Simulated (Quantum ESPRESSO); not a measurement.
The system is PtS2.

```
Pt S
1.0
     3.54320    0.00000    0.00000
    -1.77160    3.06850    0.00000
     0.00000    0.00000    5.03880
Pt S
1 2
Direct
  0.00000 0.00000 0.00000
  0.66667 0.33333 0.77300
  0.33333 0.66667 0.22700
```

* Program: Quantum ESPRESSO 7.5
* Task: Hubbard U by linear response
* Functional: PBEsol
* Potentials or basis: GBRV 1.5 PBEsol
* Cutoff: 612 eV
* Density cutoff: 4898 eV
* k mesh: 6 × 6 × 4
* Occupations: fermi-dirac, width 0.05 eV
* Spin: no spin polarisation
* Hubbard terms: Pt d U = 4.0 eV
* Start of the occupations: default
* Hubbard projectors: ortho-atomic
* Mixing beta: 0.3
* Most SCF iterations: 120
* SCF threshold: 6e-10 Ry
* q mesh: 2 × 2 × 2

The first run showed a gap, so the response started from a second, tighter run with fixed occupations.

Q: What Hubbard parameters does linear response give?

A: U = 4.82 eV on Pt 5d. The values belong to these projectors, potentials and this ground state, and don't carry over to other codes.

Hubbard U from linear response:
| site | manifold | U (eV) |
| --- | --- | --- |
| 1 | Pt-5d | 4.82 |
On the first site the bare response is -0.229 and the screened one -0.109 eV⁻¹.

Eigenvalues of the final occupation matrices:
| site | spin | trace | eigenvalues |
| --- | --- | --- | --- |
| Pt 1 5d | each | 4.35 | 0.71 0.71 0.98 0.98 0.98 |

Caveat: spin-orbit coupling is left out, which moves the levels of the heavy elements; forces of over 1 eV/Å show positions far from the minimum, so gaps and moduli don't describe the material at rest.
